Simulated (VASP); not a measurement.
## TePb: relaxation of the atoms with PBE

Crystal: TePb.

```
Te Pb
1.0
     0.00000    3.23971    3.23971
     3.23971    0.00000    3.23971
     3.23971    3.23971    0.00000
Te Pb
1 1
Direct
  0.50000 0.50000 0.50000
  0.00000 0.00000 0.00000
```

The cell isn't the ideal one: a relaxed cell with its volume scaled by 0.96.

- Program: VASP 6.6.1
- Task: relaxation of the atoms
- Functional: PBE
- Potentials or basis: VASP PAW PBE potentials, release 64 (Te, Pb_d)
- Cutoff: 600 eV
- k mesh: 8 × 8 × 8
- Occupations: gaussian, width 0.03 eV
- Spin: no spin polarisation
- Further INCAR settings: ALGO = Normal; EDIFF = 1e-07; IBRION = 2; EDIFFG = -0.01; NSW = 40

```yaml
Pressure_after_relaxing: 1.7 GPa
Band_gap_on_the_k_mesh: 0.75 eV, direct
```

Final structure:
```xyz
2
Lattice="0.0000 3.2397 3.2397 3.2397 0.0000 3.2397 3.2397 3.2397 0.0000" Properties=species:S:1:pos:R:3 pbc="T T T"
Te    3.2397    3.2397    3.2397
Pb    0.0000    0.0000    0.0000
```

Levels at points of the mesh, in eV from the valence-band top:
```
           k point  band 6  band 7  band 8  band 9  band 10  band 11  band 12  band 13  band 14
(0.00, 0.00, 0.00)  -11.95   -5.61   -1.31   -1.31    -1.31     4.07     4.07     4.07     5.82
(0.50, 0.00, 0.00)  -10.54   -8.54   -0.86   -0.86     0.00     0.75     1.29     1.29     8.38
(0.50, 0.50, 0.00)  -10.30   -7.28   -4.43   -2.75    -2.75     3.33     5.45     5.45     6.66
```

It took 34 s on 1 thread of Intel(R) Xeon(R) Platinum 8488C (Sapphire Rapids) (shared host), peak memory 0.25 GiB.

Caveat: the relaxation stopped at its first step, so nothing moved; spin-orbit coupling is left out, which as a rule narrows the gap of such compounds by several tenths of an eV. A k mesh can miss the band edges.
